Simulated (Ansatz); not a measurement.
**Could GeSb₄Te₄ exist in this structure?**

Plane-wave DFT in Ansatz with scalar-relativistic PAW potentials. The crystal relaxes under PBE to P-3m1 with a = 4.330 Å, c = 17.649 Å, 31.84 Å³/atom. No spin polarisation. Whether it is the stable form of this composition wasn't checked.

```
Ge Sb Te
1.0
     4.32998    0.00000    0.00000
    -2.16499    3.74987    0.00000
     0.00000    0.00000   17.64872
Ge Sb Te
1 4 4
Direct
  0.00000 0.00000 0.00000
  0.33333 0.66667 0.54410
  0.66667 0.33333 0.45590
  0.66667 0.33333 0.79077
  0.33333 0.66667 0.20923
  0.33333 0.66667 0.90452
  0.66667 0.33333 0.09548
  0.00000 0.00000 0.69397
  0.00000 0.00000 0.30603
```

Question: Test it against the elements, against displacements at the zone centre and against strain.

Answer:
- Energy over the elements: -0.085 eV/atom (PBE, standard states in the same functional, gases uncorrected)
- Optical modes at Γ: all 24 real, 35 to 169 cm⁻¹ (PBEsol, no gap at this level, so no LO-TO term)
- Least eigenvalue of the elastic tensor: 14 GPa (PBEsol, smearing 0.15 eV on a cell relaxed with it; where the run has no gap this value hangs on mesh and smearing)

It passes all three tests. So it is a local minimum against everything tried and bound against the elements. Modes at other wave vectors, other structures and decomposition into other compounds weren't tested here. The modes and the tensor belong to cells relaxed at their own level (29.74 Å³/atom for the tensor), not to the cell shown; modes and shear constants soften as a cell grows, so the larger cell shown may fail a test that the smaller one passes.

Spin-orbit coupling is left out, which matters for the bands of heavy elements.